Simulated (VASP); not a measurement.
# CaS (Fm-3m) in VASP: further runs

Aim: see how the results for CaS move with the level of theory and the settings. Levels: PBE, HSE06, PBE0. Tasks: band structure, G0W0 quasiparticle levels.

Program: VASP 6.6.1. These are calculated values, not measurements. Logs are shortened: lines on timing, memory, paths and dates and some standing lists are left out, and cuts for length are marked.

## Step 1: The structure

The structure is cubic, space group Fm-3m (No. 225). The conventional cell has a = 5.718 Å, b = 5.718 Å, c = 5.718 Å, α = 90.00°, β = 90.00°, γ = 90.00°. Around Ca (site symmetry m-3m) lie 6 S at 2.86 Å. S (site symmetry m-3m) has 6 Ca at 2.86 Å as nearest neighbours.

The cell was built by a generator and needn't be a form met in nature.

## Step 2: Band structure, PBE

File INCAR:

```
SYSTEM = CaS
ALGO = Fast ; EDIFF = 1E-6
ENCUT = 520 ; GGA = PE
ISIF = 2 ; ISMEAR = 0
KPAR = 4 ; LASPH = .True.
LCHARG = .False. ; LREAL = .False.
LWAVE = .False. ; NELM = 100
PREC = Accurate ; SIGMA = 0.02
```

File KPOINTS:

```
k-points
0
Gamma
  8 8 8
  0 0 0
```

File POSCAR:

```
CaS                                     
1.0
    0.0000000000      2.8591610786      2.8591610786
    2.8591610786      0.0000000000      2.8591610786
    2.8591610786      2.8591610786      0.0000000000
  Ca              S             
     1     1
Direct
     0.0000000000000000    0.0000000000000000    0.0000000000000000
     0.5000000000000000    0.5000000000000000    0.5000000000000000
```

File KPOINTS_OPT:

```
path GXWKGLUWLK,UX
20
line-mode
reciprocal
 0.0000000000  0.0000000000  0.0000000000  G
 0.5000000000  0.0000000000  0.5000000000  X

 0.5000000000  0.0000000000  0.5000000000  X
 0.5000000000  0.2500000000  0.7500000000  W

 0.5000000000  0.2500000000  0.7500000000  W
 0.3750000000  0.3750000000  0.7500000000  K

 0.3750000000  0.3750000000  0.7500000000  K
 0.0000000000  0.0000000000  0.0000000000  G

 0.0000000000  0.0000000000  0.0000000000  G
 0.5000000000  0.5000000000  0.5000000000  L

 0.5000000000  0.5000000000  0.5000000000  L
 0.6250000000  0.2500000000  0.6250000000  U

 0.6250000000  0.2500000000  0.6250000000  U
 0.5000000000  0.2500000000  0.7500000000  W

 0.5000000000  0.2500000000  0.7500000000  W
 0.5000000000  0.5000000000  0.5000000000  L

 0.5000000000  0.5000000000  0.5000000000  L
 0.3750000000  0.3750000000  0.7500000000  K

 0.6250000000  0.2500000000  0.6250000000  U
 0.5000000000  0.0000000000  0.5000000000  X
```

Potentials or basis: VASP PAW PBE potentials, release 64 (Ca_sv, S).

On the command line:

```console
$ cat potpaw_PBE.64/Ca_sv/POTCAR potpaw_PBE.64/S/POTCAR > POTCAR
$ mpirun -np 4 vasp_std > vasp.out
```

OUTCAR:

```text
SYSTEM = CaS
   EDIFF = 1E-6
   ENCUT = 520
   GGA = PE
   ISIF = 2
   ISMEAR = 0
   LASPH = .True.
   LREAL = .False.
   NELM = 100
   PREC = Accurate

 ion  position               nearest neighbor table
   1  0.000  0.000  0.000-   2 2.86   2 2.86   2 2.86   2 2.86   2 2.86   2 2.86
   2  0.500  0.500  0.500-   1 2.86   1 2.86   1 2.86   1 2.86   1 2.86   1 2.86

  LATTYP: Found a face centered cubic cell.
 ALAT       =     5.7183221572

  Lattice vectors:

 A1 = (   0.0000000000,   2.8591610786,   2.8591610786)
 A2 = (   2.8591610786,   0.0000000000,   2.8591610786)
 A3 = (   2.8591610786,   2.8591610786,   0.0000000000)

Analysis of symmetry for initial positions (statically):
=====================================================================
 Subroutine PRICEL returns:
 Original cell was already a primitive cell.

 Routine SETGRP: Setting up the symmetry group for a
 face centered cubic supercell.

 Subroutine GETGRP returns: Found 48 space group operations
 (whereof 48 operations were pure point group operations)
 out of a pool of 48 trial point group operations.

The static configuration has the point symmetry O_h .

Analysis of symmetry for dynamics (positions and initial velocities):
=====================================================================
 Subroutine PRICEL returns:
 Original cell was already a primitive cell.

 Routine SETGRP: Setting up the symmetry group for a
 face centered cubic supercell.

 Subroutine GETGRP returns: Found 48 space group operations
 (whereof 48 operations were pure point group operations)
 out of a pool of 48 trial point group operations.

The dynamic configuration has the point symmetry O_h .

 Subroutine INISYM returns: Found 48 space group operations
 (whereof 48 operations are pure point group operations),
 and found     1 'primitive' translations

----------------------------------------------------------------------------------------

                                     Primitive cell

  volume of cell :      46.7462

  direct lattice vectors                    reciprocal lattice vectors
     0.000000000  2.859161079  2.859161079    -0.174876471  0.174876471  0.174876471
     2.859161079  0.000000000  2.859161079     0.174876471 -0.174876471  0.174876471
     2.859161079  2.859161079  0.000000000     0.174876471  0.174876471 -0.174876471

  length of vectors
     4.043464374  4.043464374  4.043464374     0.302894933  0.302894933  0.302894933

  position of ions in fractional coordinates (direct lattice)
     0.000000000  0.000000000  0.000000000
     0.500000000  0.500000000  0.500000000

  ion indices of the primitive-cell ions
   primitive index   ion index
                 1           1
                 2           2

----------------------------------------------------------------------------------------

 KPOINTS: k-points

Automatic generation of k-mesh.
 Grid dimensions read from file:
 generate k-points for:    8    8    8

 Generating k-lattice:

  Cartesian coordinates                     Fractional coordinates (reciprocal lattice)
    -0.021859559  0.021859559  0.021859559     0.125000000  0.000000000  0.000000000
     0.021859559 -0.021859559  0.021859559     0.000000000  0.125000000  0.000000000
     0.021859559  0.021859559 -0.021859559     0.000000000  0.000000000  0.125000000

  Length of vectors
     0.037861867  0.037861867  0.037861867

  Shift w.r.t. Gamma in fractional coordinates (k-lattice)
     0.000000000  0.000000000  0.000000000

 Subroutine IBZKPT returns following result:
 ===========================================

 Found     29 irreducible k-points:

 Following reciprocal coordinates:
            Coordinates               Weight
  0.000000  0.000000  0.000000      1.000000
  0.125000  0.000000  0.000000      8.000000
  0.250000  0.000000  0.000000      8.000000
  0.375000  0.000000  0.000000      8.000000
  0.500000  0.000000  0.000000      4.000000
  0.125000  0.125000  0.000000      6.000000
[... 16 lines left out ...]
  0.500000  0.250000  0.125000     48.000000
 -0.375000  0.250000  0.125000     24.000000
 [... further k-points ...]
   k-points           NKPTS =     29   k-points in BZ     NKDIM =     29   number of bands    NBANDS=     12
   number of dos      NEDOS =    301   number of ions     NIONS =      2
   total plane-waves  NPLWV =  27000
   dimension x,y,z NGX =    30 NGY =   30 NGZ =   30
   dimension x,y,z NGXF=    60 NGYF=   60 NGZF=   60
   ions per type =               1   1
   NGX,Y,Z   is equivalent  to a cutoff of  12.33, 12.33, 12.33 a.u.
   NGXF,Y,Z  is equivalent  to a cutoff of  24.67, 24.67, 24.67 a.u.
 SYSTEM =  CaS
   PREC   = accura    normal or accurate (medium, high low for compatibility)
   ISTART =      0    job   : 0-new  1-cont  2-samecut
   ICHARG =      2    charge: 1-file 2-atom 10-const
   ISPIN  =      1    spin polarized calculation?
   LNONCOLLINEAR =      F non collinear calculations
   LSORBIT =      F    spin-orbit coupling
   LASPH  =      T    aspherical Exc in radial PAW
   ENCUT  =  520.0 eV  38.22 Ry    6.18 a.u.   7.52  7.52  7.52*2*pi/ulx,y,z
   NELM   =    100;   NELMIN=  2; NELMDL= -5     # of ELM steps
   EDIFF  = 0.1E-05   stopping-criterion for ELM
   LREAL  =      F    real-space projection
   EDIFFG = 0.1E-04   stopping-criterion for IOM
   NSW    =      0    number of steps for IOM
   IBRION =     -1    ionic relax: 0-MD 1-quasi-New 2-CG
   NFREE  =      0    steps in history (QN), initial steepest desc. (CG)
   ISIF   =      2    stress and relaxation
   ISYM   =      2    0-nonsym 1-usesym 2-fastsym
   POTIM  = 0.5000    time-step for ionic-motion
   TEBEG  =    0.0;   TEEND  =   0.0 temperature during run
   PSTRESS=    0.0 pullay stress
   NELECT =      16.0000    total number of electrons
   NUPDOWN=      -1.0000    fix difference up-down
   EMIN   =  10.00;   EMAX   =-10.00  energy-range for DOS
   EFERMI =   0.00;   METHOD = LEGACY
   ISMEAR =     0;   SIGMA  =   0.02  broadening in eV -4-tet -1-fermi 0-gaus
   EFERMI_NEDOS =   21; number of points for ismear=-14 and -15
   IALGO  =     68    algorithm
   IMIX   =      4    mixing-type and parameters
     AMIX     =   0.40;   BMIX     =  1.00
     AMIX_MAG =   1.60;   BMIX_MAG =  1.00
  volume/ion in A,a.u.               =      23.37       157.73
  Fermi-wavevector in a.u.,A,eV,Ry     =   1.145160  2.164039 17.842566  1.311392
  Thomas-Fermi vector in A             =   2.281849
   LORBIT       =      0    0 simple, 1 ext, 2 COOP (PROOUT), +10 PAW based schemes
   GGA     = PE    functional components
   LHFCALC =     F    Hartree Fock is set to
   AEXX    =    0.0000 exact exchange contribution
   IVDW    =     0    specifies the selected vdW correction
   LEPSILON=     F    determine dielectric tensor
   LRPA    =     F    only Hartree local field effects (RPA)
 non-spin polarized calculation
 RMM-DIIS sequential band-by-band and
 Gauss-broadening in eV      SIGMA  =   0.02
  energy-cutoff  :      520.00
  volume of cell :       46.75
 maximum number of plane-waves:      1283
   NGX = 15   NGY = 15   NGZ = 15

 number of electron      16.0000004 magnetization

 Free energy of the ion-electron system (eV)
  ---------------------------------------------------
  ext. energy  EPLUGINS =         0.00000000
  ---------------------------------------------------
  free energy    TOTEN  =       -10.36523186 eV

  energy without entropy =      -10.36523186  energy(sigma->0) =      -10.36523186

 E-fermi :   2.7843     XC(G=0):  -9.2625

 val. band max:        2.6415238085   @ k =   0.0000   0.0000   0.0000
 cond. band min:       5.0259986274   @ k =   0.5000   0.5000   0.0000
 fundamental gap:      2.3844748189
 Fermi energy:         2.7843265659

 k-point     1 :       0.0000    0.0000    0.0000
  band No.  band energies     occupation
      1     -36.5989      2.00000
      2     -17.5773      2.00000
      3     -17.5773      2.00000
      4     -17.5773      2.00000
      5      -8.6441      2.00000
      6       2.6415      2.00000
      7       2.6415      2.00000
      8       2.6415      2.00000
      9       6.7134      0.00000
     10       6.8075      0.00000
     11       6.8075      0.00000
     12       6.8075      0.00000

 k-point     2 :       0.1250    0.0000    0.0000
  band No.  band energies     occupation
      1     -36.5973      2.00000
      2     -17.6011      2.00000
      3     -17.5792      2.00000
      4     -17.5792      2.00000
      5      -8.5397      2.00000
      6       1.9892      2.00000
      7       2.4221      2.00000
      8       2.4221      2.00000
      9       6.7887      0.00000
     10       7.0321      0.00000
     11       7.0322      0.00000
     12       7.5045      0.00000

 k-point     3 :       0.2500    0.0000    0.0000
  band No.  band energies     occupation
      1     -36.5935      2.00000
      2     -17.6575      2.00000
      3     -17.5837      2.00000
      4     -17.5837      2.00000
      5      -8.2748      2.00000
      6       0.8415      2.00000
      7       1.9885      2.00000
      8       1.9885      2.00000
      9       6.9152      0.00000
     10       7.6017      0.00000
     11       7.6017      0.00000
     12       8.8187      0.00000

 k-point     4 :       0.3750    0.0000    0.0000
  band No.  band energies     occupation
      1     -36.5898      2.00000
      2     -17.7124      2.00000
      3     -17.5881      2.00000
      4     -17.5881      2.00000
      5      -7.9871      2.00000
      6      -0.0656      2.00000
      7       1.6381      2.00000
      8       1.6381      2.00000
      9       7.3428      0.00000
     10       8.3554      0.00000
     11       8.3554      0.00000
     12       9.1728      0.00000

 k-point     5 :       0.5000    0.0000    0.0000
  band No.  band energies     occupation
      1     -36.5882      2.00000
      2     -17.7348      2.00000
      3     -17.5900      2.00000
      4     -17.5900      2.00000
      5      -7.8593      2.00000
      6      -0.4078      2.00000
      7       1.5092      2.00000
      8       1.5092      2.00000
      9       7.8366      0.00000
     10       8.6625      0.00000
     11       8.7996      0.00000
     12       8.7996      0.00000
[... 228 lines left out ...]
      1     -36.5849      2.00000
      2     -17.6934      2.00000
      3     -17.6235      2.00000
      4     -17.6235      2.00000
      5      -8.0333      2.00000
      6       0.3917      2.00000
      7       1.8442      2.00000
      8       1.8442      2.00000
      9       5.0260      0.00000
     10       8.2213      0.00000
     11       8.6006      0.00000
     12       9.3782      0.00000

 k-point    22 :       0.3750    0.2500    0.1250
  band No.  band energies     occupation
      1     -36.5908      2.00000
      2     -17.6664      2.00000
      3     -17.6089      2.00000
      4     -17.5909      2.00000
      5      -8.1470      2.00000
      6       0.5253      2.00000
      7       1.8085      2.00000
      8       1.8111      2.00000
      9       6.4522      0.00000
     10       7.9087      0.00000
     11       8.3342      0.00000
     12       8.4816      0.00000

 k-point    23 :       0.5000    0.2500    0.1250
  band No.  band energies     occupation
      1     -36.5878      2.00000
      2     -17.6939      2.00000
      3     -17.6214      2.00000
      4     -17.5978      2.00000
      5      -7.9675      2.00000
      6       0.1781      2.00000
      7       1.3570      2.00000
      8       1.5844      2.00000
      9       6.9498      0.00000
     10       8.4604      0.00000
     11       8.7519      0.00000
     12       8.8780      0.00000

 k-point    24 :      -0.3750    0.2500    0.1250
  band No.  band energies     occupation
      1     -36.5865      2.00000
      2     -17.7058      2.00000
      3     -17.6244      2.00000
      4     -17.6023      2.00000
      5      -7.8907      2.00000
      6       0.0490      2.00000
      7       1.1703      2.00000
      8       1.4969      2.00000
      9       7.6058      0.00000
     10       7.9240      0.00000
     11       9.0384      0.00000
     12       9.3466      0.00000

 [... further k-points ...]

------------------------ aborting loop because EDIFF is reached ----------------------------------------

  FORCE on cell =-STRESS in cart. coord.  units (eV):
  Direction    XX          YY          ZZ          XY          YZ          ZX
  --------------------------------------------------------------------------------------
  -------------------------------------------------------------------------------------
  Total       -0.0114330     -0.0114330     -0.0114330     -0.0000000      0.0000000      0.0000000
  in kB       -0.3918557     -0.3918557     -0.3918557     -0.0000000      0.0000000      0.0000000
  external PRESSURE =      -0.3918557 kB  Pullay stress =       0.0000000 kB

 VOLUME and BASIS-vectors are now :
 -----------------------------------------------------------------------------
  energy-cutoff  :      520.00
  volume of cell :       46.75
      direct lattice vectors                 reciprocal lattice vectors
     0.000000000  2.859161079  2.859161079    -0.174876471  0.174876471  0.174876471
     2.859161079  0.000000000  2.859161079     0.174876471 -0.174876471  0.174876471
     2.859161079  2.859161079  0.000000000     0.174876471  0.174876471 -0.174876471

 POSITION                                       TOTAL-FORCE (eV/Angst)
 -----------------------------------------------------------------------------------
      0.00000      0.00000      0.00000         0.000000      0.000000      0.000000
      2.85916      2.85916      2.85916         0.000000      0.000000     -0.000000
 -----------------------------------------------------------------------------------
    total drift:                               -0.000000      0.000000      0.000000

  FREE ENERGIE OF THE ION-ELECTRON SYSTEM (eV)
  ---------------------------------------------------
  free  energy   TOTEN  =       -10.3652318561 eV

  energy  without entropy=      -10.3652318561  energy(sigma->0) =      -10.36523186
```

Wall time 16 s (4 MPI ranks of Intel Xeon 6975P-C (Granite Rapids), shared host); peak memory 0.18 GiB.

What came out:

```yaml
Free_energy: -10.3652 eV
Pressure: 0.0 GPa
Band_gap_on_the_k_mesh: 2.38 eV, indirect (least direct gap 3.18 eV)
Band_gap_along_the_path: 2.38 eV, indirect (least direct gap 3.18 eV)
```

Levels at the corners of the path, in eV from the valence-band top:
| point | band 4 | band 5 | band 6 | band 7 | band 8 | band 9 | band 10 | band 11 | band 12 |
| --- | --- | --- | --- | --- | --- | --- | --- | --- | --- |
| Γ | -20.22 | -11.29 | 0.00 | 0.00 | 0.00 | 4.07 | 4.17 | 4.17 | 4.17 |
| X | -20.26 | -10.67 | -2.25 | -0.80 | -0.80 | 2.38 | 5.58 | 5.96 | 6.73 |
| X | -20.26 | -10.67 | -2.25 | -0.80 | -0.80 | 2.38 | 5.58 | 5.96 | 6.73 |
| W | -20.27 | -10.56 | -1.76 | -1.76 | -1.52 | 4.81 | 4.81 | 5.96 | 6.38 |
| W | -20.27 | -10.56 | -1.76 | -1.76 | -1.52 | 4.81 | 4.81 | 5.96 | 6.38 |
| K | -20.25 | -10.58 | -2.01 | -1.84 | -1.00 | 3.68 | 6.26 | 6.39 | 6.43 |
| K | -20.25 | -10.58 | -2.01 | -1.84 | -1.00 | 3.68 | 6.26 | 6.38 | 6.39 |
| Γ | -20.22 | -11.29 | 0.00 | 0.00 | 0.00 | 4.07 | 4.17 | 4.17 | 4.17 |
| Γ | -20.22 | -11.29 | 0.00 | 0.00 | 0.00 | 4.07 | 4.17 | 4.17 | 4.17 |
| L | -20.23 | -10.50 | -3.05 | -1.13 | -1.13 | 5.20 | 6.02 | 6.16 | 6.16 |
| L | -20.23 | -10.50 | -3.05 | -1.13 | -1.13 | 5.20 | 6.02 | 6.16 | 6.16 |
| U | -20.25 | -10.58 | -2.01 | -1.84 | -1.00 | 3.68 | 6.26 | 6.38 | 6.40 |
| U | -20.25 | -10.58 | -2.01 | -1.84 | -1.00 | 3.68 | 6.26 | 6.38 | 6.42 |
| W | -20.27 | -10.56 | -1.76 | -1.76 | -1.52 | 4.81 | 4.81 | 5.96 | 6.38 |
| W | -20.27 | -10.56 | -1.76 | -1.76 | -1.52 | 4.81 | 4.81 | 5.96 | 6.38 |
| L | -20.23 | -10.50 | -3.05 | -1.13 | -1.13 | 5.20 | 6.02 | 6.16 | 6.16 |
| L | -20.23 | -10.50 | -3.05 | -1.13 | -1.13 | 5.20 | 6.02 | 6.16 | 6.16 |
| K | -20.25 | -10.58 | -2.01 | -1.84 | -1.00 | 3.68 | 6.26 | 6.38 | 6.39 |
| U | -20.25 | -10.58 | -2.01 | -1.84 | -1.00 | 3.68 | 6.27 | 6.39 | 6.48 |
| X | -20.26 | -10.67 | -2.25 | -0.80 | -0.80 | 2.38 | 5.58 | 5.96 | 6.73 |

[end of part 1 of 3]
